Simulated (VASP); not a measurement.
Mo, 6 atoms in the cell. The typed cell holds 6 atoms: a = 5.178 Å, b = 5.188 Å, c = 5.161 Å, α = 90.34°, β = 119.95°, γ = 60.28°. The cell was built by a generator and needn't be a form met in nature. The cell isn't the ideal one: random cell without symmetry.

```yaml
Program: VASP 6.6.1
Task: single point
Functional: PBE
Potentials_or_basis: VASP PAW PBE potentials, release 64 (Mo_sv)
Cutoff: 520 eV
k_mesh: 4 × 6 × 4
Occupations: gaussian, width 0.1 eV
Spin: no spin polarisation
Dipole_correction: no
Further_INCAR_settings: ALGO = Fast; EDIFF = 1e-06; NBANDS = 51
```

Potentials or basis: VASP PAW PBE potentials, release 64 (Mo_sv).

The run is started by

```console
$ cat potpaw_PBE.64/Mo_sv/POTCAR > POTCAR
$ mpirun -np 1 vasp_std > vasp.out
```

Hardware: 1 thread of Intel(R) Xeon(R) Platinum 8559C (Emerald Rapids) (shared host).

Task: How long does it take, and how much memory?

Result: Run time: 3.7 min on 1 thread of Intel(R) Xeon(R) Platinum 8559C (Emerald Rapids), on a shared host, peak memory 0.34 GiB. Counts: scf iterations 18, k points 52.
